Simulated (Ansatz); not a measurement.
# MnO2 (P4_2/mnm) in Ansatz: band structure with PBEsol

Aim: the band structure of MnO2 with PBEsol.

All numbers are computed with Ansatz 0.2.0; they aren't measurements. Logs are shortened: lines on timing, memory, paths and dates and some standing lists are left out, and cuts for length are marked.

### Step 1. The structure

The structure is tetragonal, space group P4_2/mnm (No. 136). The conventional cell has a = 4.400 Å, b = 4.400 Å, c = 2.867 Å, α = 90.00°, β = 90.00°, γ = 90.00°. Mn (site symmetry mmm) has 6 O at 1.88 to 1.90 Å as nearest neighbours. O (site symmetry m2m) has 3 Mn at 1.88 to 1.90 Å as nearest neighbours.

The cell is a database's computed one.

### Step 2. Band structure, PBEsol, collinear spin, ferromagnetic start

File input.yaml:

```yaml
crystal:
  lattice:
    - [4.4004184607, 0.0, 0.0]
    - [0.0, 4.4004184607, 0.0]
    - [0.0, 0.0, 2.86707794]
  atoms:
    - { symbol: Mn, position: [0.5, 0.5, 0.5], spin: 4.0 }
    - { symbol: Mn, position: [0.0, 0.0, 0.0], spin: 4.0 }
    - { symbol: O, position: [0.80491615, 0.19508385, 0.5] }
    - { symbol: O, position: [0.69508385, 0.69508385, 0.0] }
    - { symbol: O, position: [0.19508385, 0.80491615, 0.5] }
    - { symbol: O, position: [0.30491615, 0.30491615, 0.0] }
hamiltonian:
  xc: pbesol
  pseudopotentials: { kind: paw }
magnetization:
  spin_polarized: true
kpoints:
  mp_grid: { grid: [6, 6, 9] }
  band_path:
    path:
      - [[0.0, 0.0, 0.0], [0.0, 0.5, 0.0], [0.5, 0.5, 0.0], [0.0, 0.0, 0.0], [0.0, 0.0, 0.5], [0.0, 0.5, 0.5], [0.5, 0.5, 0.5], [0.0, 0.0, 0.5]]
      - [[0.0, 0.5, 0.0], [0.0, 0.5, 0.5]]
      - [[0.5, 0.5, 0.0], [0.5, 0.5, 0.5]]
    npoints: 14
scf:
  occupations: { method: fermi_dirac, width: 0.05 }
  n_extra_bands: 15
output:
  forces: true
  stress: true
  eigenvalues: true
  fatbands: true
```

Potentials or basis: Ansatz PAW.

Command:

```
ansatz run input.yaml --threads 2 --pin off --max-ram 5632MiB --backend cpu --events-out ev --progress --plain --runs-dir out
```

The log of the run:

```text
Warning: RAYON_NUM_THREADS=2 ignored (pool sized by the plan → 2); use --threads N
scf.n_extra_bands = 15 over 27 filled bands (N_el = 54.0): the run solves 42 bands
Engine: ansatz 0.2.0, aarch64-unknown-linux-gnu
Pseudopotentials: kind: paw
Pseudopotential: Mn, paw, valence charge 15, recommended cutoff 420 eV (normal), Mn.paw.azcp
Pseudopotential: O, paw, valence charge 6, recommended cutoff 420 eV (normal), O.paw.azcp
Functional definition: PBEsol
  exchange = pbesol_x
  correlation = pbesol_c
Crystal: 6 atoms, lattice volume = 55.517 Å³
Basis set: ecut = 420 eV, 1073 PW (Γ), exchange–correlation on 60×60×40 points (8 copies of the dense FFT grid, shifted against one another)
Bands: 42, of which v1, the nominal top of the filled ones, is band 27 counted from 1 (26 counted from 0)
Symmetry: 16 space group operations
Space group: P42/mnm (ITA 136), of the structure as read, at distance tolerance 3.8e-5 Å
Magnetic group: BNS 136.495 (UNI 1155), of the structure as read, at distance tolerance 3.8e-5 Å
k-points: 50 of 324
Non-local potential: Mn, projectors of the file, l = 0: 3, l = 1: 2, l = 2: 3, l = 3: 1
Non-local potential: O, projectors of the file, l = 0: 2, l = 1: 2, l = 2: 1
PAW form: soft (Blöchl's): semilocal exchange-correlation on the pseudo side does not see the compensation charge
PAW frozen core: Mn, regenerated for the run's functional, and the local potential with it (the file was generated under x = pbe(κ = 0.804, μ = 0.2195149727645171), c = pbe(β = 0.06672455060314922))
PAW frozen core: O, regenerated for the run's functional, and the local potential with it (the file was generated under x = pbe(κ = 0.804, μ = 0.2195149727645171), c = pbe(β = 0.06672455060314922))
PAW one-centre angular grid: Mn, 590 points (default); XC on 64 Gauss nodes
PAW one-centre angular grid: O, 110 points (default); XC on 64 Gauss nodes
Initial density: superposition of atomic densities (chi_scale 0.1, normalization cell, long waves kept (reshape's long-wave potential 0.00 eV rms))
Starting moments: Σ|m| = 8 μB on 2 of 6 sites
Initial wavefunctions: pseudopotential atomic-orbital guess
Functional: x = pbesol(κ = 0.804, μ = 0.12345679012345678), c = pbesol(β = 0.046)
SCF iter   1: F=—  HF=-9980.800842 eV  |F-HF|=—  |Δ(HF+E_count)|=         —  Δρ=7.62e-2 (↑5.63e-2 ↓7.62e-2)  dr2=2.10e0  dr2_m=1.56e0  M=5.986 μB ∫|m|=6.270 μB  β_m=0.30  ethr=3.10e-3  ⟨swp⟩=5.4  Hψ=15443  notcnv=0  defer=1
Mixer restart at iter 1: flushing history
preconditioner: auto → Kerker (q_TF=auto, 2.716 Å⁻¹)  [metal: Δε(μ)=0.008 eV  Ē_g=15.340 eV  σ=0.050 eV  W_gap=0.04  n_scr=18 (ndim 8)  ℏωp=30.7 eV  f_vac=0.000  D(μ)=2.10/eV (n_scr^D=10)]
spin=Collinear: Kerker preconditioning applied to the charge; magnetization (m = ρ↑ − ρ↓) channel mixes plain (no charge-response kernel on spin).
SCF iter   2: F=—  HF=-9980.796042 eV  |F-HF|=—  |Δ(HF+E_count)|=   4.80e-3  Δρ=5.33e-2 (↑4.47e-2 ↓5.33e-2)  dr2=9.57e-1  dr2_m=9.11e-1  M=5.985 μB ∫|m|=6.234 μB  β_m=0.65  ethr=3.10e-3  ⟨swp⟩=2.0  Hψ=5742  notcnv=0  defer=679
SCF iter   3: F=—  HF=-9980.941795 eV  |F-HF|=—  |Δ(HF+E_count)|=   1.46e-1  Δρ=1.88e-2 (↑7.22e-3 ↓1.88e-2)  dr2=4.25e-1  dr2_m=2.17e-2  M=5.950 μB ∫|m|=6.118 μB  β_m=0.60  ethr=1.77e-3  ⟨swp⟩=2.8  Hψ=7218  notcnv=0  defer=695
SCF iter   4: F=—  HF=-9980.898489 eV  |F-HF|=—  |Δ(HF+E_count)|=   4.33e-2  Δρ=6.45e-3 (↑6.45e-3 ↓3.94e-3)  dr2=4.15e-2  dr2_m=3.64e-3  M=5.960 μB ∫|m|=6.099 μB  β_m=0.80  ethr=7.88e-4  ⟨swp⟩=2.3  Hψ=6169  notcnv=0  defer=709
SCF iter   5: F=—  HF=-9980.904143 eV  |F-HF|=—  |Δ(HF+E_count)|=         —  Δρ=2.30e-3 (↑1.65e-3 ↓2.30e-3)  dr2=6.71e-3  dr2_m=1.93e-4  M=5.969 μB ∫|m|=6.096 μB  β_m=0.80  ethr=7.69e-5  ⟨swp⟩=2.9  Hψ=7296  notcnv=0  defer=709
Mixer restart at iter 5: flushing history
SCF iter   6: F=—  HF=-9980.906339 eV  |F-HF|=—  |Δ(HF+E_count)|=   2.20e-3  Δρ=1.18e-3 (↑1.18e-3 ↓8.43e-4)  dr2=1.60e-3  dr2_m=2.23e-4  M=5.972 μB ∫|m|=6.102 μB  β_m=0.88  ethr=1.24e-5  ⟨swp⟩=2.0  Hψ=7387  notcnv=0  defer=709
SCF iter   7: F=—  HF=-9980.906608 eV  |F-HF|=—  |Δ(HF+E_count)|=   2.69e-4  Δρ=6.46e-4 (↑6.18e-4 ↓6.46e-4)  dr2=7.80e-4  dr2_m=5.57e-6  M=5.972 μB ∫|m|=6.101 μB  β_m=0.89  ethr=2.97e-6  ⟨swp⟩=2.1  Hψ=6885  notcnv=0  defer=709
SCF iter   8: F=—  HF=-9980.906727 eV  |F-HF|=—  |Δ(HF+E_count)|=   1.20e-4  Δρ=2.79e-4 (↑1.75e-4 ↓2.79e-4)  dr2=1.23e-4  dr2_m=2.27e-6  M=5.972 μB ∫|m|=6.102 μB  β_m=0.94  ethr=1.44e-6  ⟨swp⟩=2.0  Hψ=7348  notcnv=0  defer=709
SCF iter   9: F=—  HF=-9980.906734 eV  |F-HF|=—  |Δ(HF+E_count)|=   7.20e-6  Δρ=7.18e-5 (↑6.48e-5 ↓7.18e-5)  dr2=1.20e-5  dr2_m=1.07e-7  M=5.972 μB ∫|m|=6.102 μB  β_m=0.96  ethr=2.27e-7  ⟨swp⟩=2.4  Hψ=5912  notcnv=0  defer=709
SCF iter  10: F=—  HF=-9980.906771 eV  |F-HF|=—  |Δ(HF+E_count)|=   3.67e-5  Δρ=6.28e-5 (↑4.88e-5 ↓6.28e-5)  dr2=4.85e-6  dr2_m=8.11e-8  M=5.972 μB ∫|m|=6.102 μB  β_m=0.98  ethr=2.22e-8  ⟨swp⟩=2.0  Hψ=6034  notcnv=0  defer=709
SCF iter  11: F=—  HF=-9980.906772 eV  |F-HF|=—  |Δ(HF+E_count)|=   5.46e-7  Δρ=1.29e-5 (↑8.45e-6 ↓1.29e-5)  dr2=2.22e-7  dr2_m=3.73e-9  M=5.973 μB ∫|m|=6.102 μB  β_m=0.99  ethr=8.98e-9  ⟨swp⟩=2.5  Hψ=6638  notcnv=0  defer=709
SCF iter  12: F=—  HF=-9980.906772 eV  |F-HF|=—  |Δ(HF+E_count)|=   3.35e-8  Δρ=1.26e-6 (↑1.25e-6 ↓1.26e-6)  dr2=2.69e-9  dr2_m=2.33e-11  M=5.973 μB ∫|m|=6.102 μB  β_m=1.00  ethr=4.11e-10  ⟨swp⟩=2.3  Hψ=6275  notcnv=0  defer=709
SCF iter  13: F=-9980.906772 eV  HF=-9980.906772 eV  |F-HF|=4.62e-10  |Δ(HF+E_count)|=   1.76e-9  Δρ=8.04e-7 (↑3.86e-7 ↓8.04e-7)  dr2=6.40e-10  dr2_m=4.20e-11  M=5.973 μB ∫|m|=6.102 μB  ethr=4.98e-12  ⟨swp⟩=6.2  Hψ=17322  notcnv=0
SCF 1 converged in 13 iterations: F = -9980.906772 eV  dr2 = 6.40e-10
WARN: an SCF from antiferromagnetic starting moments (-4.00, 4.00, 0.00, 0.00, 0.00, 0.00 Bohr magnetons, atom by atom) was not made, by what the run has read of turns of its moments that order reads lower: the deck asks for what bars it, or types moments that do (magnetization.spin_polarized, in the input reference, names some of the keys), or the run goes by scf.lower_state_search: light, the default, which as a rule tries one only behind a close that has lost an order of both signs, or on which an open d or half-filled 4f shell of a PAW file has lost a moment that was set nearer to Hund's than to what is left; or, under a Hubbard U, one that names an f shell that the input leaves bare beside given moments, or a larger moment for a shell of low spin that is given one. standard, with a start from the atoms, tries one behind each close (in a relaxation, ahead of its steps or at their end). To set out from that order, type those moments (crystal.atoms[].spin; where shells were raised to Hund's moment, beside crystal.symmetry.detect: false) under scf.lower_state_search: light. The bands of the close that named these starting moments, or of the one ahead of a search that led to it (under cold or Methfessel-Paxton smearing those of the Gaussian ahead of it) read a cost of -491.40 meV for the turn to them, carried on from a small turn (-491.40 by the pairs of d shells alone)
NSCF: frozen V_eff on 129 k-points
SCF converged after 13 iterations
Magnetization: 5.9726 μB (29.9863 up, 24.0137 down)
Absolute magnetization: 6.1198 μB (∫|ρ↑−ρ↓|, with the PAW one-centre terms)
Spin contamination: 0.0572 ħ² per cell (⟨S²⟩ above its minimum at these occupations)
Per-site moments (μB) at R_I (Å): [(2.359458362791494, 0.77489733565151), (2.359458362791493, 0.7748973356515101), (0.10283709438486091, 0.7748973356515101), (0.10283709438486066, 0.77489733565151), (0.10283709438486076, 0.7748973356515101), (0.1028370943848611, 0.7748973356515102)]
Free energy (F): -9980.906772 eV
Harris-Foulkes:  -9980.906772 eV  (|F-HF|=4.62e-10)
Internal energy: -9980.899957 eV  (E = F + TS)
E sigma→0 (E₀):  -9980.903365 eV
Entropy (-TS):   -0.006814 eV (-1.136 meV/atom)
Fermi energy:    10.929987 eV
--- Per-component energies (eV) ---
  E_band       = -585.105373
  E_kinetic    = 1297.330802
  E_local      = -5456.940375  (includes V_loc(G=0)·N_el)
  E_nonlocal   = 669.342590
  E_hartree    = 2141.586888
  E_xc         = -515.566632
  E_vxc        = -662.168742  (∫ρ·V_xc dr)
  E_paw        = -3138.270267  (= ΣΔE_a)
  E_vpaw       = -715.854618  (= ΣTr[D̂ρ^β])
  E_aug_tail   = 0.009783  (compensation charges beyond the density's cutoff)
  E_ewald      = -4978.873199
  E_core_change = 0.480452  (= ΣΔE_core)
  E_smearing   = -0.006814  (= −TS)
  E_closure    = -0.000000  (closes the sum)
  Σ components = -9980.906772   (vs F -9980.906772, Δ=0.00e0)
--- Forces (eV/Å), atoms counted from 1 ---
  atom   1  Mn     0.00000000     0.00000000     0.00000000
  atom   2  Mn     0.00000000    -0.00000000     0.00000000
  atom   3  O      0.04795103    -0.04795103     0.00000000
  atom   4  O     -0.04795103    -0.04795103     0.00000000
  atom   5  O     -0.04795103     0.04795103     0.00000000
  atom   6  O      0.04795103     0.04795103     0.00000000
  max |Σ_I F_I| component: 6.94e-18 eV/Å
--- Stress (GPa, compression-positive) ---
       -2.154445       0.000000       0.000000
        0.000000      -2.154445       0.000000
        0.000000       0.000000      -4.829180
  P = ⅓ Tr σ = -3.0460 GPa (-30.460 kbar)
--- Band table (eV; the first three rows and the last of 100) ---
  k-point 0 ↑: bands = ["-70.8134", "-70.8106", "-39.6881", "-39.6795", "-39.6171", "-39.6171", "-39.5424", "-39.5424", "-9.2350", "-7.3453", "-6.9216", "-6.9216", "2.6439", "3.3223", "3.9864", "4.8522", "4.8522", "6.6366", "6.6366", "7.2188", "8.0597", "8.2208", "8.3479", "8.3479", "8.4900", "9.0775", "9.5554", "9.5554", "10.1487", "10.6736", "10.7932", "13.5819", "13.5819", "14.3240", "18.2740", "21.5815", "21.5815", "24.1359", "25.3274", "25.7273", "28.1911", "29.1994"]
  k-point 1 ↑: bands = ["-70.8123", "-70.8096", "-39.7013", "-39.6933", "-39.6148", "-39.6148", "-39.5417", "-39.5417", "-9.1103", "-7.3051", "-6.9450", "-6.9450", "2.8151", "3.4420", "4.1298", "4.7475", "4.7475", "6.6705", "6.8603", "6.8603", "7.6357", "8.0304", "8.0304", "8.2468", "8.5894", "9.1475", "9.8189", "9.8189", "9.9819", "10.7340", "10.9278", "13.3213", "13.3213", "14.1338", "18.6900", "22.0932", "22.0932", "24.3407", "25.3213", "25.8546", "27.9697", "28.9092"]
  k-point 2 ↑: bands = ["-70.8093", "-70.8071", "-39.7346", "-39.7282", "-39.6088", "-39.6088", "-39.5399", "-39.5399", "-8.7631", "-7.2256", "-7.0048", "-7.0048", "3.2858", "3.7551", "4.5508", "4.6363", "4.6363", "5.7016", "6.7234", "7.1700", "7.1700", "7.5282", "7.5282", "8.2341", "8.6249", "9.2084", "9.6031", "10.2296", "10.2296", "10.5613", "11.3875", "12.8566", "12.8566", "13.5892", "19.7499", "23.2920", "23.2920", "24.6518", "25.3278", "26.1708", "27.4923", "28.0629"]
  k-point 49 ↓: bands = ["-67.7770", "-67.7770", "-36.8708", "-36.8708", "-36.6448", "-36.6448", "-36.5737", "-36.5737", "-7.1569", "-7.1569", "-7.0169", "-7.0169", "4.2341", "4.2341", "4.6314", "4.6314", "5.9338", "5.9338", "6.7707", "6.7707", "8.8741", "8.8741", "9.2892", "9.2892", "11.9479", "11.9479", "11.9657", "11.9657", "12.3611", "12.3611", "14.0623", "14.0623", "14.2787", "14.2787", "22.4959", "22.4959", "24.4146", "24.4146", "25.9054", "25.9054", "27.2877", "27.2877"]
```

Run time: 26 s. Hardware: 2 threads of Arm Neoverse V1, shared host; peak memory 0.49 GiB.

What came out:

```
Free energy            : -9980.9068 eV
Pressure               : -3.0 GPa
Largest force          : 0.068 eV/Å
Band gap on the k mesh : none (metal or under the smearing width)
Net moment             : 5.97 μB per cell
Absolute moment        : 6.12 μB per cell
Site moments           : Mn +2.36; O +0.10 μB
```

Forces on the atoms (eV/Å):
```
Mn   0.000  0.000  0.000
Mn   0.000  0.000  0.000
O    0.048 -0.048  0.000
O   -0.048 -0.048  0.000
O   -0.048  0.048  0.000
O    0.048  0.048  0.000
```

Levels at the corners of the path, in eV from the Fermi level:
Spin up:
```csv
point,band 26,band 27,band 28,band 29,band 30,band 31,band 32,band 33,band 34,band 35
Γ,-1.85,-1.37,-1.37,-0.78,-0.26,-0.14,2.65,2.65,3.39,7.34
X,-1.75,-1.47,-1.47,-0.73,-0.73,2.14,2.14,2.40,2.40,9.71
M,-2.57,-2.31,-2.31,-0.06,-0.06,1.40,1.40,2.62,2.62,10.98
Γ,-1.85,-1.37,-1.37,-0.78,-0.26,-0.14,2.65,2.65,3.39,7.34
Z,-2.19,-1.14,-1.14,-0.20,-0.20,1.20,1.20,1.64,1.64,12.13
R,-2.19,-2.11,-2.11,-0.08,-0.08,0.15,0.15,3.17,3.17,11.97
A,-2.19,-1.12,-1.12,-0.81,-0.81,1.67,1.67,1.85,1.85,11.27
Z,-2.19,-1.14,-1.14,-0.20,-0.20,1.20,1.20,1.64,1.64,12.13
X,-1.75,-1.47,-1.47,-0.73,-0.73,2.14,2.14,2.40,2.40,9.71
R,-2.19,-2.11,-2.11,-0.08,-0.08,0.15,0.15,3.17,3.17,11.97
M,-2.57,-2.31,-2.31,-0.06,-0.06,1.40,1.40,2.62,2.62,10.98
A,-2.19,-1.12,-1.12,-0.81,-0.81,1.67,1.67,1.85,1.85,11.27
```
Spin down:
| point | band 20 | band 21 | band 22 | band 23 | band 24 | band 25 | band 26 | band 27 | band 28 | band 29 |
| --- | --- | --- | --- | --- | --- | --- | --- | --- | --- | --- |
| Γ | -3.57 | -1.76 | -1.07 | -1.07 | -0.50 | -0.02 | 0.28 | 0.45 | 0.45 | 0.65 |
| X | -4.17 | -3.00 | -3.00 | -1.35 | -1.35 | 0.67 | 0.67 | 1.05 | 1.05 | 1.78 |
| M | -3.03 | -2.64 | -2.64 | -2.07 | -2.07 | 0.01 | 0.01 | 0.46 | 0.46 | 2.18 |
| Γ | -3.57 | -1.76 | -1.07 | -1.07 | -0.50 | -0.02 | 0.28 | 0.45 | 0.45 | 0.65 |
| Z | -4.27 | -3.28 | -3.28 | -2.55 | -2.55 | 0.99 | 0.99 | 1.33 | 1.33 | 2.04 |
| R | -4.00 | -3.12 | -3.12 | -1.70 | -1.70 | 0.16 | 0.16 | 1.01 | 1.01 | 1.97 |
| A | -4.23 | -2.01 | -2.01 | -1.60 | -1.60 | 0.99 | 0.99 | 1.04 | 1.04 | 1.46 |
| Z | -4.27 | -3.28 | -3.28 | -2.55 | -2.55 | 0.99 | 0.99 | 1.33 | 1.33 | 2.04 |
| X | -4.17 | -3.00 | -3.00 | -1.35 | -1.35 | 0.67 | 0.67 | 1.05 | 1.05 | 1.78 |
| R | -4.00 | -3.12 | -3.12 | -1.70 | -1.70 | 0.16 | 0.16 | 1.01 | 1.01 | 1.97 |
| M | -3.03 | -2.64 | -2.64 | -2.07 | -2.07 | 0.01 | 0.01 | 0.46 | 0.46 | 2.18 |
| A | -4.23 | -2.01 | -2.01 | -1.60 | -1.60 | 0.99 | 0.99 | 1.04 | 1.04 | 1.46 |

Caveat: the magnetic or orbital state may not be the lowest; the pressure holds a Pulay correction of +1.0 GPa for the finite cutoff; semilocal functionals often make such compounds metallic where correlation or magnetic order opens a gap, which also shifts bond lengths; only a ferromagnetic start was run, and an antiferromagnetic order may lie lower in energy; the PAW data sets come from PBE, with cores solved anew for the run's functional, which leaves a small shift of forces and pressure. With open d or f shells a metallic result of PBEsol can be an artefact of self-interaction; +U or a hybrid may open a gap.

### Step 3. For comparison

An earlier run on the cell as given: functional PBEsol; potentials or basis Ansatz PAW; cutoff 420 eV (not typed: the program's choice for these potentials); k mesh 6 × 6 × 9; occupations fermi-dirac, width 0.05 eV; collinear spin, ferromagnetic start; starting moments [4.0, 4.0, 0.0, 0.0, 0.0, 0.0] μB.

* Pressure: -3.0 GPa
* Largest force: 0.068 eV/Å
* Band gap on the k mesh: none (metal or under the smearing width)
* Net moment: 5.97 μB per cell
* Absolute moment: 6.12 μB per cell
* Site moments: Mn +2.36; O +0.10 μB
